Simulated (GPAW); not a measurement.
# Pb (Fm-3m) in GPAW: notebook, part 2 of 2

GPAW 26.7.0.

## (4) Equation of state, BLYP

File run.py:

```python
from ase.eos import EquationOfState
from ase.io import Trajectory, read
from ase.units import GPa
from gpaw import GPAW, PW, setup_paths

setup_paths.insert(0, '.')

atoms = read('Pb.xyz')

traj = Trajectory('eos.traj', 'w')
volumes, energies = [], []
for x in [0.94, 0.96, 0.98, 1.0, 1.02, 1.04, 1.06]:
    a = atoms.copy()
    a.set_cell(atoms.cell * x**(1 / 3), scale_atoms=True)
    calc = GPAW(mode=PW(600),
                xc='BLYP',
                kpts={'size': (9, 9, 9), 'gamma': True},
                occupations={'name': 'fermi-dirac', 'width': 0.05},
                nbands=14,
                convergence={'density': 1e-05, 'energy': 1e-05},
                eigensolver='davidson',
                maxiter=150,
                txt=f'eos-{x:.2f}.txt')
    a.calc = calc
    energies.append(a.get_potential_energy(force_consistent=True))
    volumes.append(a.get_volume())
    p = -a.get_stress()[:3].mean() / GPa
    calc.write(f'eos-{x:.2f}.gpw')
    traj.write(a)
    print(f'{x:.2f} {volumes[-1]:10.4f} A^3 {energies[-1]:14.6f} eV {p:9.3f} GPa', flush=True)

v0, e0, B = EquationOfState(volumes, energies, eos='birchmurnaghan').fit()
print(f'V0 = {v0:.4f} A^3, E0 = {e0:.6f} eV, B0 = {B / GPa:.2f} GPa')
```

File Pb.xyz:

```xyz
1
Lattice="0.0000000000 2.4750200000 2.4750200000 2.4750200000 0.0000000000 2.4750200000 2.4750200000 2.4750200000 0.0000000000" Properties=species:S:1:pos:R:3 pbc="T T T"
Pb     0.0000000000      0.0000000000      0.0000000000
```

Potentials or basis: PAW data sets generated in the run's folder for this functional, pw.

Command:

```
$ gpaw-setup -f BLYP Pb
$ OMP_NUM_THREADS=1 python run.py
```

The program printed:

```text
__  _  _
 | _ |_)|_||  |
 |__||  | ||/\| - 26.7.0

Input parameters:
  mode=PW(ecut=600.0),
  convergence={'density': 1e-05, 'energy': 1e-05},
  eigensolver=Davidson(niter=2),
  kpts=MonkhorstPack(size=(9, 9, 9), gamma=True),
  maxiter=150,
  nbands=14,
  occupations=Occupations(name='fermi-dirac', width=0.05),
  xc=XC(name='BLYP')

Diagonalizing LCAO Hamiltonian
Converting LCAO to pw mode

       Pb

Atoms  # Å, Bohr magnetons
|   | symbol |        x |        y |        z |    initial magnetic moments |
|---|--------|----------|----------|----------|-----------------------------|
| 0 |     Pb | 0.000000 | 0.000000 | 0.000000 | ( 0.0000,  0.0000,  0.0000) |

Unit cell  # Å
| periodic |        x |        y |        z |  lengths |    angles |
|----------|----------|----------|----------|----------|-----------|
|      yes | 0.000000 | 2.441570 | 2.441570 | 3.452901 | 60.000000 |
|      yes | 2.441570 | 0.000000 | 2.441570 | 3.452901 | 60.000000 |
|      yes | 2.441570 | 2.441570 | 0.000000 | 3.452901 | 60.000000 |

Number of symmetries: 48
Symmetry operations  # r_c * U_cc + t_c -> r_c
|    | kind |            matrix            |
|----|------|------------------------------|
|  0 |  σ   |  1, 0, 0,  1, 0,-1,  1,-1, 0 |
|  1 |  C2  |  1, 0, 0,  1,-1, 0,  1, 0,-1 |
|  2 |  E   |  1, 0, 0,  0, 1, 0,  0, 0, 1 |
|  3 |  σ   |  1, 0, 0,  0, 0, 1,  0, 1, 0 |
|  4 |  C4  |  1, 0,-1,  1, 0, 0,  1,-1, 0 |
|  5 |  S6  |  1, 0,-1,  1,-1, 0,  1, 0, 0 |
|  6 |  σ   |  1, 0,-1,  0, 1,-1,  0, 0,-1 |
|  7 |  C3  |  1, 0,-1,  0, 0,-1,  0, 1,-1 |
|  8 |  S6  |  1,-1, 0,  1, 0, 0,  1, 0,-1 |
|  9 |  C4  |  1,-1, 0,  1, 0,-1,  1, 0, 0 |
| 10 |  C3  |  1,-1, 0,  0,-1, 1,  0,-1, 0 |
| 11 |  σ   |  1,-1, 0,  0,-1, 0,  0,-1, 1 |
| 12 |  σ   |  0, 1, 0,  1, 0, 0,  0, 0, 1 |
| 13 |  C4  |  0, 1, 0,  0, 1,-1, -1, 1, 0 |
| 14 |  C3  |  0, 1, 0,  0, 0, 1,  1, 0, 0 |
| 15 |  S6  |  0, 1, 0, -1, 1, 0,  0, 1,-1 |
| 16 |  C2  |  0, 1,-1,  1, 0,-1,  0, 0,-1 |
| 17 |  σ   |  0, 1,-1,  0, 1, 0, -1, 1, 0 |
| 18 |  S4  |  0, 1,-1,  0, 0,-1,  1, 0,-1 |
| 19 |  C4  |  0, 1,-1, -1, 1, 0,  0, 1, 0 |
| 20 |  C3  |  0, 0, 1,  1, 0, 0,  0, 1, 0 |
| 21 |  σ   |  0, 0, 1,  0, 1, 0,  1, 0, 0 |
| 22 |  S6  |  0, 0, 1,  0,-1, 1, -1, 0, 1 |
| 23 |  C4  |  0, 0, 1, -1, 0, 1,  0,-1, 1 |
| 24 |  S4  |  0, 0,-1,  1, 0,-1,  0, 1,-1 |
| 25 |  C3  |  0, 0,-1,  0, 1,-1,  1, 0,-1 |
| 26 |  C2  |  0, 0,-1,  0,-1, 0, -1, 0, 0 |
| 27 |  S6  |  0, 0,-1, -1, 0, 0,  0,-1, 0 |
| 28 |  S4  |  0,-1, 1,  1,-1, 0,  0,-1, 0 |
| 29 |  C4  |  0,-1, 1,  0, 0, 1, -1, 0, 1 |
| 30 |  C2  |  0,-1, 1,  0,-1, 0,  1,-1, 0 |
| 31 |  σ   |  0,-1, 1, -1, 0, 1,  0, 0, 1 |
| 32 |  C3  |  0,-1, 0,  1,-1, 0,  0,-1, 1 |
| 33 |  S6  |  0,-1, 0,  0, 0,-1, -1, 0, 0 |
| 34 |  S4  |  0,-1, 0,  0,-1, 1,  1,-1, 0 |
| 35 |  C2  |  0,-1, 0, -1, 0, 0,  0, 0,-1 |
| 36 |  C2  | -1, 1, 0,  0, 1, 0,  0, 1,-1 |
| 37 |  S6  | -1, 1, 0,  0, 1,-1,  0, 1, 0 |
| 38 |  S4  | -1, 1, 0, -1, 0, 1, -1, 0, 0 |
| 39 |  C3  | -1, 1, 0, -1, 0, 0, -1, 0, 1 |
| 40 |  S6  | -1, 0, 1,  0, 0, 1,  0,-1, 1 |
| 41 |  C2  | -1, 0, 1,  0,-1, 1,  0, 0, 1 |
| 42 |  C3  | -1, 0, 1, -1, 1, 0, -1, 0, 0 |
| 43 |  S4  | -1, 0, 1, -1, 0, 0, -1, 1, 0 |
| 44 |  C2  | -1, 0, 0,  0, 0,-1,  0,-1, 0 |
| 45 |  i   | -1, 0, 0,  0,-1, 0,  0, 0,-1 |
| 46 |  σ   | -1, 0, 0, -1, 1, 0, -1, 0, 1 |
| 47 |  C2  | -1, 0, 0, -1, 0, 1, -1, 1, 0 |

BZ-sampling:
  Number of BZ points: 729
  Number of IBZ points: 35

  Monkhorst-Pack size: [9, 9, 9]
  Monkhorst-Pack shift: [0, 0, 0]

K-points  # in reciprocal-cell coordinates
|     |                                coordinates |     weight |
|-----|--------------------------------------------|------------|
|   0 | (  0.00000000,   0.00000000,   0.00000000) | 0.00137174 |
|   1 | (  0.11111111,   0.11111111,   0.00000000) | 0.00823045 |
|   2 | (  0.11111111,   0.11111111,   0.11111111) | 0.01097394 |
|   3 | (  0.22222222,   0.11111111,   0.11111111) | 0.01646091 |
|   4 | (  0.22222222,   0.22222222,   0.00000000) | 0.00823045 |
|   5 | (  0.22222222,   0.22222222,   0.11111111) | 0.03292181 |
|   6 | (  0.22222222,   0.22222222,   0.22222222) | 0.01097394 |
|   7 | (  0.33333333,   0.22222222,   0.11111111) | 0.03292181 |
|   8 | (  0.33333333,   0.22222222,   0.22222222) | 0.03292181 |
|   9 | (  0.33333333,   0.33333333,  -0.33333333) | 0.01646091 |
| ... |                                            |            |
|  34 | (  0.44444444,   0.44444444,   0.44444444) | 0.01097394 |

Plane wave coefficients: 984
Cutoff: 600.0 eV

Spin-components: 1 (collinear spins)
Bands:           14
Projectors:      6
Spin-degeneracy: 2
Datatype:        complex128

Parallelization:
  kpt:    1
  domain: 1
  band:   1

Density:
  Valence electrons: 14.0
  Components: 1
  Grid points: [20 20 20]
  Charge: 0.0  # |e|

Potential:
  Grid points: [20 20 20]

species:
  Pb:
    name:    Lead
    Z:       82.0
    valence: 14
    core:    68
    charge:  0.0  # [|e|]
    compensation charges:
      type: gauss
      rc: 0.38  # [Å]
      lmax: 2
    cutoffs:
      filter: 2.36  # [Å]
      core: 2.43  # [Å]
    projectors
    | kind |    occ | energy [eV] | rcut [Å] |
    |------|--------|-------------|----------|
    |   6s |  2.000 |     -11.882 |    1.259 |
    |   6p |  2.000 |      -3.433 |    1.275 |
    |   5d | 10.000 |     -20.985 |    1.217 |
    |    s |        |      15.329 |    1.259 |
    |    p |        |      23.778 |    1.275 |
    |    d |        |       6.227 |    1.217 |

    Using partial waves for Pb as LCAO basis

Reference energy: -567303.352996  # eV

eigensolver:
  Davidson
  Converge bands: occupied
  niter=2

density mixing:
  MSR1-Mixer
  Pratt-step length: 0.05
  Maximum mixing coefficient: 0.75
  Old densities: 10
  SVD Regularization: 0.005
  Good broyden scale: 1.0
  Trust region scale: 1.0
  Backstep threshold: 4.0
  History deletion threshold: 6.0
  Fourier metric: weight=20.0, sigma=0.015

occupation numbers:
  Fermi-Dirac:
    width: 0.0500  # eV

poisson solver:
  ecut: 4800.0  # eV

xc functional:
  name: BLYP with 2 nearest neighbor stencil

convergence criteria:
- Maximum integral of absolute [dens]ity change: 1e-05 electrons / valence electron
- Maximum [total energy] change in last 3 cyles: 1e-05 eV / valence electron
- Maximum integral of absolute [eigenst]ate change: 4e-08 eV^2 / valence electron
maximum number of iterations: 150

SCF iterations
|iter     | |      energy | eigst |  dens |
|---------|-|-------------|-------|-------|
|iter:   1| |   -3.016382 | -0.16 |       |
|iter:   2| |   -3.019273 | -1.81 | -1.89 |
|iter:   3| |   -3.014108 | -2.27 | -1.91 |
|iter:   4| |   -3.012442 | -3.83 | -2.39 |
|iter:   5| |   -3.012516 | -4.10 | -2.70 |
|iter:   6| |   -3.012519c| -4.99 | -3.84 |
|iter:   7| |   -3.012521c| -5.74 | -4.17 |
|iter:   8| |   -3.012521c| -6.74 | -4.53 |
|iter:   9| |   -3.012521c| -6.93 | -5.17c|
|iter:  10| |   -3.012521c| -7.96c| -5.55c|

Converged in 10 steps
Energy contributions relative to reference atoms: (reference = -567303.352996)

Energy contributions:
  Kinetic:          12.240658
  Coulomb:         -11.703173
  Zero:              0.120838
  External:          0.000000
  Xc:               -3.669260
  Entropy:          -0.003167
  Spinorbit:         0.000000
  ----------------------------
  Free energy:      -3.014104
  Extrapolated:     -3.012521

dipole moment: (-20.747388, -20.747388, -20.747388)  # |e|*Ang

Fermi level: 8.421
Eigenvalues  # (at kpt = [0.000, 0.000, 0.000])
| band index |      eig [eV] | occ [0-2] |
|------------|---------------|-----------|
|          0 |        -8.565 |     2.000 |
|          1 |        -8.565 |     2.000 |
|          2 |        -8.565 |     2.000 |
|          3 |        -8.405 |     2.000 |
|          4 |        -8.405 |     2.000 |
|          5 |        -3.465 |     2.000 |
|          6 |        16.090 |     0.000 |
|          7 |        16.090 |     0.000 |
|          8 |        16.090 |     0.000 |
|          9 |        18.740 |     0.000 |
|         10 |        20.915 |     0.000 |
|         11 |        21.488 |     0.000 |
|         12 |        21.489 |     0.000 |
|         13 |        23.564 |     0.000 |

No gap
No difference between direct/indirect transitions

Stress tensor  # eV/Ang^3
|         x |         y |         z |
|-----------|-----------|-----------|
| -0.051297 | -0.000000 |  0.000000 |
| -0.000000 | -0.051297 |  0.000000 |
|  0.000000 |  0.000000 | -0.051297 |

# Writing to eos-0.96.gpw (mode='')
```

It took 58 s on 1 thread of Arm Neoverse V1, shared host; peak memory 0.22 GiB.

What came out:

```yaml
Equilibrium_volume: "34.71 Å³/atom (rough: see the caveat)"
Bulk_modulus: 29 GPa (rough)
```

Energy against volume, from the lowest point:
```tsv
volume (Å³/atom)	energy (meV/atom)
28.503	132.77
29.110	98.78
29.716	70.29
30.323	46.69
30.929	27.45
31.535	11.83
32.142	0.00
```

Caveat: the minimum lies outside the volumes run.

## (5) Band structure, PBE

File run.py:

```python
from ase.dft.bandgap import bandgap
from ase.io import read, write
from ase.units import GPa
from gpaw import GPAW, PW, setup_paths

setup_paths.insert(0, '.')

atoms = read('Pb.xyz')

calc = GPAW(mode=PW(600),
            xc='PBE',
            kpts={'size': (9, 9, 9), 'gamma': True},
            occupations={'name': 'fermi-dirac', 'width': 0.05},
            nbands=14,
            convergence={'density': 1e-05, 'energy': 1e-05},
            maxiter=150,
            txt='gpaw.txt')
atoms.calc = calc
energy = atoms.get_potential_energy()
forces = atoms.get_forces()
stress = atoms.get_stress()
calc.write('gs.gpw')
write('result.traj', atoms)
print(f'Energy: {energy:.6f} eV')
print('Forces (eV/A):')
print(forces.round(4))
print('Stress (GPa):', (stress / GPa).round(3))
print('Fermi level:', round(calc.get_fermi_level(), 4), 'eV')
print(f'Gap: {bandgap(calc)[0]:.4f} eV, direct: {bandgap(calc, direct=True)[0]:.4f} eV')

path = atoms.cell.bandpath('GXWKGLUWLK,UX', npoints=60, eps=1e-4)
bs_calc = calc.fixed_density(kpts=path, symmetry='off', nbands=23,
                             convergence={'bands': 'CBM+6.0', 'eigenstates': 1e-6}, txt='bands.txt')
bs = bs_calc.band_structure()
bs.write('bs.json')
print(f'Gap on the path: {bandgap(bs_calc)[0]:.4f} eV')
```

Pb.xyz is that of step 4.

Command:

```
$ gpaw-setup -f PBE Pb
$ OMP_NUM_THREADS=1 python run.py
```

Wall time 20 s (1 thread of Arm Neoverse V1, shared host); peak memory 0.18 GiB.

It converged, with:

- Free energy: -3.8218 eV
- Pressure: 2.0 GPa
- Band gap along the path: none (metal or under the smearing width)

Levels at the corners of the path, in eV from the Fermi level:
```csv
point,band 3,band 4,band 5,band 6,band 7,band 8,band 9,band 10
Γ,-16.91,-16.77,-16.77,-11.54,7.54,7.54,7.54,9.99
X,-16.65,-16.60,-16.60,-6.47,-3.13,2.18,2.18,5.56
W,-16.85,-16.72,-16.60,-6.36,-1.23,-1.23,0.41,11.00
K,-16.71,-16.70,-16.65,-6.55,-2.14,-1.08,3.11,6.64
Γ,-16.91,-16.77,-16.77,-11.54,7.54,7.54,7.54,9.99
L,-16.90,-16.64,-16.64,-7.89,-4.06,5.71,5.71,9.45
U,-16.71,-16.70,-16.65,-6.55,-2.14,-1.08,3.11,6.64
W,-16.85,-16.72,-16.60,-6.36,-1.23,-1.23,0.41,11.00
L,-16.90,-16.64,-16.64,-7.89,-4.06,5.71,5.71,9.45
K,-16.71,-16.70,-16.65,-6.55,-2.14,-1.08,3.11,6.64
U,-16.71,-16.70,-16.65,-6.55,-2.14,-1.08,3.11,6.64
X,-16.65,-16.60,-16.60,-6.47,-3.13,2.18,2.18,5.56
```

Caveat: spin-orbit coupling is left out, which moves the levels of the heavy elements.

## (6) Equation of state, BP86+D4

File run.py:

```python
from ase.calculators.mixing import SumCalculator
from ase.eos import EquationOfState
from ase.io import Trajectory, read
from ase.units import GPa
from dftd4.ase import DFTD4
from gpaw import GPAW, PW, setup_paths

setup_paths.insert(0, '.')

atoms = read('POSCAR')

traj = Trajectory('eos.traj', 'w')
volumes, energies = [], []
for x in [0.94, 0.96, 0.98, 1.0, 1.02, 1.04, 1.06]:
    a = atoms.copy()
    a.set_cell(atoms.cell * x**(1 / 3), scale_atoms=True)
    calc = GPAW(mode=PW(600),
                xc='GGA_X_B88+GGA_C_P86',
                kpts={'size': (9, 9, 9), 'gamma': True},
                occupations={'name': 'fermi-dirac', 'width': 0.05},
                nbands=14,
                convergence={'density': 1e-05, 'energy': 1e-05},
                maxiter=150,
                txt=f'eos-{x:.2f}.txt')
    a.calc = SumCalculator([calc, DFTD4(method='bp')])
    energies.append(a.get_potential_energy())
    volumes.append(a.get_volume())
    p = -a.get_stress()[:3].mean() / GPa
    calc.write(f'eos-{x:.2f}.gpw')
    traj.write(a)
    print(f'{x:.2f} {volumes[-1]:10.4f} A^3 {energies[-1]:14.6f} eV {p:9.3f} GPa', flush=True)

v0, e0, B = EquationOfState(volumes, energies, eos='birchmurnaghan').fit()
print(f'V0 = {v0:.4f} A^3, E0 = {e0:.6f} eV, B0 = {B / GPa:.2f} GPa')
```

File POSCAR:

```
Pb
1.0
    0.0000000000      2.4750200000      2.4750200000
    2.4750200000      0.0000000000      2.4750200000
    2.4750200000      2.4750200000      0.0000000000
Pb
1
Direct
    0.0000000000      0.0000000000      0.0000000000
```

Potentials or basis: PAW data sets generated in the run's folder for this functional, pw.

Command:

```
$ gpaw-setup -f GGA_X_B88+GGA_C_P86 Pb
$ OMP_NUM_THREADS=1 python run.py
```

Run time: 60 s. Hardware: 1 thread of Arm Neoverse V1, shared host; peak memory 0.18 GiB.

The run converged. Its results:

```
Equilibrium volume                      : 29.23 Å³/atom
Bulk modulus                            : 53 GPa
Pressure derivative of the bulk modulus : 5.4
```

Energy against volume, from the lowest point:
```csv
volume (Å³/atom),energy (meV/atom)
28.503,3.01
29.110,0.00
29.716,1.22
30.323,6.14
30.929,14.37
31.535,25.36
32.142,38.91
```

The run has no spin-orbit coupling, so splittings on Pb are missing.

## (7) Summary

```csv
task,level,potentials or basis,eigensolver,band path,band points,V0 of scaled cells (Å³/atom),B0 (GPa)
equation of state,PBEsol+D3(BJ),"PAW data sets generated in the run's folder for this functional, pw",-,-,-,-,-
equation of state,PBE+D4,"GPAW PAW data sets (gpaw-data 1.2.1), pw",-,-,-,30.22,48
equation of state,BLYP,"PAW data sets generated in the run's folder for this functional, pw",davidson,-,-,-,-
band structure,PBE,"PAW data sets generated in the run's folder for this functional, pw",-,"GXWKGLUWLK,UX",60,-,-
equation of state,BP86+D4,"PAW data sets generated in the run's folder for this functional, pw",-,-,-,29.23,53
```

Alike in all rows: no spin polarisation; cell as given; k mesh 9 × 9 × 9; cutoff (eV) 600; smearing fermi-dirac 0.05 eV.

Caveats: the minimum lies outside the volumes run (some runs); spin-orbit coupling is left out, which moves the levels of the heavy elements (some runs).

Total energies depend on the potentials used, so only differences within one code and one set of settings carry meaning.

## (8) Comparison with measurements

Step 3. The cell as given is a measured one (30.32 Å³/atom); PBE+D4 puts the equilibrium volume -0.3 % from it, thermal expansion not counted.

Step 6. The cell as given is a measured one (30.32 Å³/atom); BP86+D4 puts the equilibrium volume -3.6 % from it, thermal expansion not counted.
